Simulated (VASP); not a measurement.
# LiCl (Fm-3m) in VASP: notebook

Aim: see how the results for LiCl move with the level of theory and the settings. Levels: PBE, PBEsol. Tasks: equation of state.

Program: VASP 6.6.1. These are calculated values, not measurements. Logs are shortened: lines on timing, memory, paths and dates and some standing lists are left out, and cuts for length are marked.

## Step 1: Starting point

The structure is cubic, space group Fm-3m (No. 225). Conventional cell: a = 5.130 Å, b = 5.130 Å, c = 5.130 Å, α = 90.00°, β = 90.00°, γ = 90.00°. Cl (site symmetry m-3m) has 6 Li at 2.56 Å as nearest neighbours. Around Li (site symmetry m-3m) lie 6 Cl at 2.56 Å.

## Step 2: Equation of state, PBE, 15.86 Å³/atom (volume scaled by 0.94)

Contents of INCAR:

```
SYSTEM = LiCl
  ALGO = Normal
  EDIFF = 1E-7
  ENCUT = 520
  GGA = PE
  ISIF = 2
  ISMEAR = -1
  LASPH = .TRUE.
  LCHARG = .FALSE.
  LREAL = .FALSE.
  LWAVE = .FALSE.
  NBANDS = 12
  NELM = 60
  PREC = Accurate
  SIGMA = 0.05
```

Contents of KPOINTS:

```
k-points
0
G
  9 9 9
  0 0 0
```

Contents of POSCAR:

```
LiCl
1.0
    0.0000000000      2.5124130641      2.5124130641
    2.5124130641      0.0000000000      2.5124130641
    2.5124130641      2.5124130641      0.0000000000
Cl Li
1 1
Direct
    0.5000000000      0.5000000000      0.5000000000
    0.0000000000      0.0000000000      0.0000000000
```

Potentials or basis: VASP PAW PBE potentials, release 64 (Cl, Li_sv).

Launch:

```bash
> cat potpaw_PBE.64/Cl/POTCAR potpaw_PBE.64/Li_sv/POTCAR > POTCAR
> mpirun -np 1 vasp_std > vasp.out
```

OUTCAR:

```text
SYSTEM = LiCl
   EDIFF = 1E-7
   ENCUT = 520
   GGA = PE
   ISIF = 2
   ISMEAR = -1
   LASPH = .TRUE.
   LREAL = .FALSE.
   NELM = 60
   PREC = Accurate

 ion  position               nearest neighbor table
   1  0.500  0.500  0.500-   2 2.51   2 2.51   2 2.51   2 2.51   2 2.51   2 2.51
   2  0.000  0.000  0.000-   1 2.51   1 2.51   1 2.51   1 2.51   1 2.51   1 2.51

  LATTYP: Found a face centered cubic cell.
 ALAT       =     5.0248261282

  Lattice vectors:

 A1 = (   0.0000000000,   2.5124130641,   2.5124130641)
 A2 = (   2.5124130641,   0.0000000000,   2.5124130641)
 A3 = (   2.5124130641,   2.5124130641,   0.0000000000)

Analysis of symmetry for initial positions (statically):
=====================================================================
 Subroutine PRICEL returns:
 Original cell was already a primitive cell.

 Routine SETGRP: Setting up the symmetry group for a
 face centered cubic supercell.

 Subroutine GETGRP returns: Found 48 space group operations
 (whereof 48 operations were pure point group operations)
 out of a pool of 48 trial point group operations.

The static configuration has the point symmetry O_h .

Analysis of symmetry for dynamics (positions and initial velocities):
=====================================================================
 Subroutine PRICEL returns:
 Original cell was already a primitive cell.

 Routine SETGRP: Setting up the symmetry group for a
 face centered cubic supercell.

 Subroutine GETGRP returns: Found 48 space group operations
 (whereof 48 operations were pure point group operations)
 out of a pool of 48 trial point group operations.

The dynamic configuration has the point symmetry O_h .

 Subroutine INISYM returns: Found 48 space group operations
 (whereof 48 operations are pure point group operations),
 and found     1 'primitive' translations

----------------------------------------------------------------------------------------

                                     Primitive cell

  volume of cell :      31.7178

  direct lattice vectors                    reciprocal lattice vectors
     0.000000000  2.512413064  2.512413064    -0.199011861  0.199011861  0.199011861
     2.512413064  0.000000000  2.512413064     0.199011861 -0.199011861  0.199011861
     2.512413064  2.512413064  0.000000000     0.199011861  0.199011861 -0.199011861

  length of vectors
     3.553088630  3.553088630  3.553088630     0.344698655  0.344698655  0.344698655

  position of ions in fractional coordinates (direct lattice)
     0.500000000  0.500000000  0.500000000
     0.000000000  0.000000000  0.000000000

  ion indices of the primitive-cell ions
   primitive index   ion index
                 1           1
                 2           2

----------------------------------------------------------------------------------------

 KPOINTS: k-points

Automatic generation of k-mesh.
 Grid dimensions read from file:
 generate k-points for:    9    9    9

 Generating k-lattice:

  Cartesian coordinates                     Fractional coordinates (reciprocal lattice)
    -0.022112429  0.022112429  0.022112429     0.111111111  0.000000000  0.000000000
     0.022112429 -0.022112429  0.022112429     0.000000000  0.111111111  0.000000000
     0.022112429  0.022112429 -0.022112429     0.000000000  0.000000000  0.111111111

  Length of vectors
     0.038299851  0.038299851  0.038299851

  Shift w.r.t. Gamma in fractional coordinates (k-lattice)
     0.000000000  0.000000000  0.000000000

 Subroutine IBZKPT returns following result:
 ===========================================

 Found     35 irreducible k-points:

 Following reciprocal coordinates:
            Coordinates               Weight
  0.000000  0.000000  0.000000      1.000000
  0.111111  0.000000  0.000000      8.000000
  0.222222  0.000000  0.000000      8.000000
  0.333333  0.000000  0.000000      8.000000
  0.444444  0.000000  0.000000      8.000000
  0.111111  0.111111  0.000000      6.000000
[... 27 lines left out ...]
 -0.333333  0.444444  0.111111     24.000000
 -0.333333  0.444444  0.222222     24.000000
   k-points           NKPTS =     35   k-points in BZ     NKDIM =     35   number of bands    NBANDS=     12
   number of dos      NEDOS =    301   number of ions     NIONS =      2
   total plane-waves  NPLWV =  21952
   dimension x,y,z NGX =    28 NGY =   28 NGZ =   28
   dimension x,y,z NGXF=    56 NGYF=   56 NGZF=   56
   ions per type =               1   1
   NGX,Y,Z   is equivalent  to a cutoff of  13.10, 13.10, 13.10 a.u.
   NGXF,Y,Z  is equivalent  to a cutoff of  26.20, 26.20, 26.20 a.u.
 SYSTEM =  LiCl
   PREC   = accura    normal or accurate (medium, high low for compatibility)
   ISTART =      0    job   : 0-new  1-cont  2-samecut
   ICHARG =      2    charge: 1-file 2-atom 10-const
   ISPIN  =      1    spin polarized calculation?
   LNONCOLLINEAR =      F non collinear calculations
   LSORBIT =      F    spin-orbit coupling
   LASPH  =      T    aspherical Exc in radial PAW
   ENCUT  =  520.0 eV  38.22 Ry    6.18 a.u.   6.61  6.61  6.61*2*pi/ulx,y,z
   NELM   =     60;   NELMIN=  2; NELMDL= -5     # of ELM steps
   EDIFF  = 0.1E-06   stopping-criterion for ELM
   LREAL  =      F    real-space projection
   EDIFFG = 0.1E-05   stopping-criterion for IOM
   NSW    =      0    number of steps for IOM
   IBRION =     -1    ionic relax: 0-MD 1-quasi-New 2-CG
   NFREE  =      0    steps in history (QN), initial steepest desc. (CG)
   ISIF   =      2    stress and relaxation
   ISYM   =      2    0-nonsym 1-usesym 2-fastsym
   POTIM  = 0.5000    time-step for ionic-motion
   TEBEG  =    0.0;   TEEND  =   0.0 temperature during run
   PSTRESS=    0.0 pullay stress
   NELECT =      10.0000    total number of electrons
   NUPDOWN=      -1.0000    fix difference up-down
   EMIN   =  10.00;   EMAX   =-10.00  energy-range for DOS
   EFERMI =   0.00;   METHOD = LEGACY
   ISMEAR =    -1;   SIGMA  =   0.05  broadening in eV -4-tet -1-fermi 0-gaus
   EFERMI_NEDOS =   21; number of points for ismear=-14 and -15
   IALGO  =     38    algorithm
   IMIX   =      4    mixing-type and parameters
     AMIX     =   0.40;   BMIX     =  1.00
     AMIX_MAG =   1.60;   BMIX_MAG =  1.00
  volume/ion in A,a.u.               =      15.86       107.02
  Fermi-wavevector in a.u.,A,eV,Ry     =   1.114227  2.105584 16.891666  1.241502
  Thomas-Fermi vector in A             =   2.250820
   LORBIT       =      0    0 simple, 1 ext, 2 COOP (PROOUT), +10 PAW based schemes
   GGA     = PE    functional components
   LHFCALC =     F    Hartree Fock is set to
   AEXX    =    0.0000 exact exchange contribution
   IVDW    =     0    specifies the selected vdW correction
   LEPSILON=     F    determine dielectric tensor
   LRPA    =     F    only Hartree local field effects (RPA)
 non-spin polarized calculation
  energy-cutoff  :      520.00
  volume of cell :       31.72
 maximum number of plane-waves:       881
   NGX = 13   NGY = 13   NGZ = 13

 number of electron      10.0000000 magnetization

 number of electron       9.9999993 magnetization

 Free energy of the ion-electron system (eV)
  ---------------------------------------------------
  ext. energy  EPLUGINS =         0.00000000
  ---------------------------------------------------
  free energy    TOTEN  =        -7.36683725 eV

  energy without entropy =       -7.36683725  energy(sigma->0) =       -7.36683725

 E-fermi :   2.0949     XC(G=0):  -9.0008

 val. band max:        1.0623210001   @ k =   0.0000   0.0000   0.0000
 cond. band min:       7.7754640400   @ k =   0.0000   0.0000   0.0000
 fundamental gap:      6.7131430400
 Fermi energy:         2.0948559903

 k-point     1 :       0.0000    0.0000    0.0000
  band No.  band energies     occupation
      1     -42.3612      2.00000
      2     -12.5629      2.00000
      3       1.0623      2.00000
      4       1.0623      2.00000
      5       1.0623      2.00000
      6       7.7755      0.00000
      7      13.0469      0.00000
      8      13.0469      0.00000
      9      13.0469      0.00000
     10      15.8557      0.00000
     11      15.8559      0.00000
     12      15.9654      0.00000

 k-point     2 :       0.1111    0.0000    0.0000
  band No.  band energies     occupation
      1     -42.3608      2.00000
      2     -12.4945      2.00000
      3       0.6000      2.00000
      4       1.0255      2.00000
      5       1.0255      2.00000
      6       8.1580      0.00000
      7      12.3939      0.00000
      8      13.0466      0.00000
      9      13.0466      0.00000
     10      14.3731      0.00000
     11      14.3731      0.00000
     12      16.3647      0.00000

 k-point     3 :       0.2222    0.0000    0.0000
  band No.  band energies     occupation
      1     -42.3597      2.00000
      2     -12.3127      2.00000
      3      -0.3949      2.00000
      4       0.9369      2.00000
      5       0.9369      2.00000
      6       8.5473      0.00000
      7      12.1045      0.00000
      8      12.1045      0.00000
      9      12.1553      0.00000
     10      14.8480      0.00000
     11      14.8480      0.00000
     12      16.8896      0.00000
[... 451 lines left out ...]
 k-point    34 :      -0.3333    0.4444    0.1111
  band No.  band energies     occupation
      1     -42.3563      2.00000
      2     -11.6341      2.00000
      3      -1.6854      2.00000
      4      -0.8557      2.00000
      5      -0.0195      2.00000
      6       9.6587      0.00000
      7      10.9266      0.00000
      8      12.6696      0.00000
      9      12.7947      0.00000
     10      16.1574      0.00000
     11      18.4464      0.00000
     12      20.1672      0.00000

 k-point    35 :      -0.3333    0.4444    0.2222
  band No.  band energies     occupation
      1     -42.3564      2.00000
      2     -11.6479      2.00000
      3      -1.4402      2.00000
      4      -1.0759      2.00000
      5      -0.0284      2.00000
      6      10.6531      0.00000
      7      11.0973      0.00000
      8      11.3075      0.00000
      9      12.5821      0.00000
     10      16.8983      0.00000
     11      17.6665      0.00000
     12      20.1421      0.00000

------------------------ aborting loop because EDIFF is reached ----------------------------------------

  FORCE on cell =-STRESS in cart. coord.  units (eV):
  Direction    XX          YY          ZZ          XY          YZ          ZX
  --------------------------------------------------------------------------------------
  -------------------------------------------------------------------------------------
  Total        0.5211622      0.5211622      0.5211622      0.0000000      0.0000000      0.0000000
  in kB       26.3257274     26.3257274     26.3257274      0.0000000      0.0000000      0.0000000
  external PRESSURE =      26.3257274 kB  Pullay stress =       0.0000000 kB

 VOLUME and BASIS-vectors are now :
 -----------------------------------------------------------------------------
  energy-cutoff  :      520.00
  volume of cell :       31.72
      direct lattice vectors                 reciprocal lattice vectors
     0.000000000  2.512413064  2.512413064    -0.199011861  0.199011861  0.199011861
     2.512413064  0.000000000  2.512413064     0.199011861 -0.199011861  0.199011861
     2.512413064  2.512413064  0.000000000     0.199011861  0.199011861 -0.199011861

 POSITION                                       TOTAL-FORCE (eV/Angst)
 -----------------------------------------------------------------------------------
      2.51241      2.51241      2.51241        -0.000000      0.000000     -0.000000
      0.00000      0.00000      0.00000         0.000000     -0.000000      0.000000
 -----------------------------------------------------------------------------------
    total drift:                                0.000000      0.000000      0.000000

  FREE ENERGIE OF THE ION-ELECTRON SYSTEM (eV)
  ---------------------------------------------------
  free  energy   TOTEN  =        -7.3668372459 eV

  energy  without entropy=       -7.3668372458  energy(sigma->0) =       -7.36683725
```

Run time: 13 s. Hardware: 1 thread of Intel Xeon 6975P-C (Granite Rapids), shared host; peak memory 0.14 GiB.

What came out:

* Free energy: -7.3668 eV
* Band gap on the k mesh: 6.71 eV, direct

Caveat: the cutoff is under 1.25 times the usual one of these potentials, so pressure, stress and relaxed cells hold a basis-set (Pulay) error; an odd mesh through Γ misses points on the zone boundary, where band edges often lie.

## Step 3: Equation of state, PBE, 16.20 Å³/atom (volume scaled by 0.96)

Contents of INCAR:

```
PREC = Accurate ; ENCUT = 520
EDIFF = 1E-7 ; ISMEAR = -1
SIGMA = 0.05 ; LREAL = False
LASPH = True ; NELM = 80
ALGO = Normal ; ISIF = 2
LWAVE = False ; LCHARG = False
GGA = PE ; NBANDS = 12
```

Contents of KPOINTS:

```
Automatic mesh
0
Gamma
  9 9 9
```

Contents of POSCAR:

```
LiCl
1.0
    0.0000000000      2.5301066968      2.5301066968
    2.5301066968      0.0000000000      2.5301066968
    2.5301066968      2.5301066968      0.0000000000
Cl Li
1 1
Direct
    0.5000000000      0.5000000000      0.5000000000
    0.0000000000      0.0000000000      0.0000000000
```

Potentials or basis: VASP PAW PBE potentials, release 64 (Cl, Li_sv).

Launch:

```bash
> cat potpaw_PBE.64/Cl/POTCAR potpaw_PBE.64/Li_sv/POTCAR > POTCAR
> mpirun -np 1 vasp_std > vasp.out
```

Wall time 13 s (1 thread of Intel Xeon 6975P-C (Granite Rapids), shared host); peak memory 0.13 GiB.

Results (log left out):

| Quantity | Value |
| --- | --- |
| Free energy | -7.3765 eV |
| Band gap on the k mesh | 6.58 eV, direct |

Caveat: the cutoff is under 1.25 times the usual one of these potentials, so pressure, stress and relaxed cells hold a basis-set (Pulay) error; an odd mesh through Γ misses points on the zone boundary, where band edges often lie.

## Step 4: Equation of state, PBE, 16.53 Å³/atom (volume scaled by 0.98)

Contents of INCAR:

```
SYSTEM = LiCl
  PREC = Accurate
  ENCUT = 520
  EDIFF = 1E-7
  ISMEAR = -1
  SIGMA = 0.05
  LREAL = .FALSE.
  LASPH = .TRUE.
  NELM = 60
  ALGO = Normal
  ISIF = 2
  LWAVE = .FALSE.
  LCHARG = .FALSE.
  GGA = PE
  NBANDS = 12
```

Contents of KPOINTS:

```
regular mesh
0
G
  9 9 9
  0 0 0
```

Contents of POSCAR:

```
LiCl
1.0
    0.0000000000      2.5475562599      2.5475562599
    2.5475562599      0.0000000000      2.5475562599
    2.5475562599      2.5475562599      0.0000000000
Cl Li
1 1
Direct
    0.5000000000      0.5000000000      0.5000000000
    0.0000000000      0.0000000000      0.0000000000
```

Launch:

```bash
> cat potpaw_PBE.64/Cl/POTCAR potpaw_PBE.64/Li_sv/POTCAR > POTCAR
> mpirun -np 1 vasp_std > vasp.out
```

It took 12 s on 1 thread of Intel Xeon 6975P-C (Granite Rapids), shared host; peak memory 0.14 GiB.

The run converged. Its results:

| Quantity | Value |
| --- | --- |
| Free energy | -7.3827 eV |
| Band gap on the k mesh | 6.46 eV, direct |

Caveat: the cutoff is under 1.25 times the usual one of these potentials, so pressure, stress and relaxed cells hold a basis-set (Pulay) error; an odd mesh through Γ misses points on the zone boundary, where band edges often lie.

## Step 5: Equation of state, PBE, 17.21 Å³/atom (volume scaled by 1.02)

Contents of INCAR:

```
PREC = Accurate
ENCUT = 520
EDIFF = 1E-7
ISMEAR = -1
SIGMA = 0.05
LREAL = False
LASPH = True
NELM = 80
ALGO = Normal
ISIF = 2
LWAVE = False
LCHARG = False
GGA = PE
NBANDS = 12
```

Contents of KPOINTS:

```
Automatic mesh
0
Gamma
  9 9 9
```

Contents of POSCAR:

```
LiCl
1.0
    0.0000000000      2.5817557268      2.5817557268
    2.5817557268      0.0000000000      2.5817557268
    2.5817557268      2.5817557268      0.0000000000
Cl Li
1 1
Direct
    0.5000000000      0.5000000000      0.5000000000
    0.0000000000      0.0000000000      0.0000000000
```

Launch:

```bash
> cat potpaw_PBE.64/Cl/POTCAR potpaw_PBE.64/Li_sv/POTCAR > POTCAR
> mpirun -np 1 vasp_std > vasp.out
```

Run time: 9.7 s. Hardware: 1 thread of Intel Xeon 6975P-C (Granite Rapids), shared host; peak memory 0.14 GiB.

The run converged. Its results:

```yaml
Free_energy: -7.3860 eV
Band_gap_on_the_k_mesh: 6.23 eV, direct
```

Caveat: the cutoff is under 1.25 times the usual one of these potentials, so pressure, stress and relaxed cells hold a basis-set (Pulay) error; an odd mesh through Γ misses points on the zone boundary, where band edges often lie.

## Step 6: Equation of state, PBE, 17.55 Å³/atom (volume scaled by 1.04)

Contents of INCAR:

```
SYSTEM = LiCl
  PREC = Accurate
  ENCUT = 520
  EDIFF = 1E-7
  ISMEAR = -1
  SIGMA = 0.05
  LREAL = .FALSE.
  LASPH = .TRUE.
  NELM = 60
  ALGO = Normal
  ISIF = 2
  LWAVE = .FALSE.
  LCHARG = .FALSE.
  GGA = PE
  NBANDS = 12
```

Contents of KPOINTS:

```
regular mesh
0
G
  9 9 9
  0 0 0
```

Contents of POSCAR:

```
LiCl
1.0
    0.0000000000      2.5985208441      2.5985208441
    2.5985208441      0.0000000000      2.5985208441
    2.5985208441      2.5985208441      0.0000000000
Cl Li
1 1
Direct
    0.5000000000      0.5000000000      0.5000000000
    0.0000000000      0.0000000000      0.0000000000
```

Potentials or basis: VASP PAW PBE potentials, release 64 (Cl, Li_sv).

Launch:

```bash
> cat potpaw_PBE.64/Cl/POTCAR potpaw_PBE.64/Li_sv/POTCAR > POTCAR
> mpirun -np 1 vasp_std > vasp.out
```

Run time: 10 s. Hardware: 1 thread of Intel Xeon 6975P-C (Granite Rapids), shared host; peak memory 0.14 GiB.

It converged, with:

* Free energy: -7.3837 eV
* Band gap on the k mesh: 6.12 eV, direct

Caveat: the cutoff is under 1.25 times the usual one of these potentials, so pressure, stress and relaxed cells hold a basis-set (Pulay) error; an odd mesh through Γ misses points on the zone boundary, where band edges often lie.

## Step 7: Equation of state, PBE, 17.88 Å³/atom (volume scaled by 1.06)

Contents of INCAR:

```
SYSTEM = LiCl
PREC     = Accurate       ! precision mode
ENCUT    = 520            ! plane-wave cutoff, eV
EDIFF    = 1E-7           ! SCF threshold, eV
ISMEAR   = -1             ! smearing method
SIGMA    = 0.05           ! smearing width, eV
LREAL    = .False.        ! projectors in reciprocal space
LASPH    = .True.         ! aspherical terms in the spheres
NELM     = 100            ! most SCF steps
ALGO     = Normal         ! electronic algorithm
ISIF     = 2              ! what is computed and relaxed
LWAVE    = .False.        ! write WAVECAR
LCHARG   = .False.        ! write CHGCAR
GGA      = PE             ! functional
NBANDS   = 12             ! bands
```

Contents of KPOINTS:

```
Automatic mesh
0
Gamma
  9 9 9
  0 0 0
```

Contents of POSCAR:

```
LiCl
1.0
    0.0000000000      2.6150723786      2.6150723786
    2.6150723786      0.0000000000      2.6150723786
    2.6150723786      2.6150723786      0.0000000000
Cl Li
1 1
Direct
    0.5000000000      0.5000000000      0.5000000000
    0.0000000000      0.0000000000      0.0000000000
```

Launch:

```bash
> cat potpaw_PBE.64/Cl/POTCAR potpaw_PBE.64/Li_sv/POTCAR > POTCAR
> mpirun -np 1 vasp_std > vasp.out
```

Run time: 9.2 s. Hardware: 1 thread of Intel Xeon 6975P-C (Granite Rapids), shared host; peak memory 0.14 GiB.

Results (log left out):

| Item | Value |
| --- | --- |
| Free energy | -7.3791 eV |
| Band gap on the k mesh | 6.02 eV, direct |

Caveat: the cutoff is under 1.25 times the usual one of these potentials, so pressure, stress and relaxed cells hold a basis-set (Pulay) error; an odd mesh through Γ misses points on the zone boundary, where band edges often lie.

## Step 8: Equation of state, PBE

Potentials or basis: VASP PAW PBE potentials, release 64 (Cl, Li_sv).

No new run: the results of the series are fitted here.

Results:

| Property | Result |
| --- | --- |
| Equilibrium volume | 17.07 Å³/atom |
| Bulk modulus | 32 GPa |
| Pressure derivative of the bulk modulus | 4.3 |

Energy against volume, from the lowest point:
| volume (Å³/atom) | energy (meV/atom) |
| --- | --- |
| 15.859 | 9.58 |
| 16.196 | 4.75 |
| 16.534 | 1.64 |
| 16.871 | 0.12 |
| 17.209 | 0.00 |
| 17.546 | 1.14 |
| 17.883 | 3.43 |

Caveat: the cutoff is under 1.25 times the usual one of these potentials, so pressure, stress and relaxed cells hold a basis-set (Pulay) error. PBE usually gives volumes a little too large and moduli too small.

(Continued in part 2 of 2.)
